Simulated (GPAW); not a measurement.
A run of GPAW 26.7.0 is set up as follows.

run.py

```python
from ase import Atoms
from ase.dft.bandgap import bandgap
from ase.io import write
from ase.units import GPa
from gpaw import GPAW, PW

atoms = Atoms(['Ag', 'Cl'],
              cell=[[0.0, 2.735, 2.735],
                    [2.735, 0.0, 2.735],
                    [2.735, 2.735, 0.0]],
              scaled_positions=[[0.0, 0.0, 0.0],
                                [0.5, 0.5, 0.5]],
              pbc=True)

calc = GPAW(mode=PW(600),
            xc='LDA',
            kpts={'size': (8, 8, 8), 'gamma': True},
            occupations={'name': 'fermi-dirac', 'width': 0.05},
            nbands=23,
            convergence={'density': 1e-05, 'energy': 1e-05},
            maxiter=150,
            txt='gpaw.txt')
atoms.calc = calc
energy = atoms.get_potential_energy()
forces = atoms.get_forces()
stress = atoms.get_stress()
calc.write('gs.gpw')
write('result.traj', atoms)
print(f'Energy: {energy:.6f} eV')
print('Forces (eV/A):')
print(forces.round(4))
print('Stress (GPa):', (stress / GPa).round(3))
print('Fermi level:', round(calc.get_fermi_level(), 4), 'eV')
print(f'Gap: {bandgap(calc)[0]:.4f} eV, direct: {bandgap(calc, direct=True)[0]:.4f} eV')

path = atoms.cell.bandpath('GXWKGLUWLK,UX', npoints=60, eps=1e-4)
bs_calc = calc.fixed_density(kpts=path, symmetry='off', nbands=35,
                             convergence={'bands': 'CBM+6.0', 'eigenstates': 1e-6}, txt='bands.txt')
bs = bs_calc.band_structure()
bs.write('bs.json')
print(f'Gap on the path: {bandgap(bs_calc)[0]:.4f} eV')
```

Potentials or basis: the program's PAW data sets (release 1.2.1) made for this functional, pw.

The run is started by

```sh
$ OMP_NUM_THREADS=1 python run.py
```

(1) Predict the band gap along the path.

(2) Estimate the band gap on the k mesh.

(3) Estimate the pressure.

Results:

(1) 0.60 eV, indirect (least direct gap 2.89 eV).

(2) 0.60 eV, indirect (least direct gap 3.08 eV).

(3) -3.7 GPa.

**Experimental background.**

From a printed reference work, data compilation, for a bulk crystal of AgCl: band gap 3.249 eV (indirect).

A measured gap of AgCl is 3.249 eV (indirect; a printed reference work, data compilation); the calculated 0.60 eV misses it by -2.65 eV. So large a miss can be the level of theory's own, or it may mean another phase, state or a wrong row. Spin-orbit coupling on Ag is left out. The value is that of LDA, without temperature or zero-point motion. Semilocal functionals fall short of measured gaps as a rule.
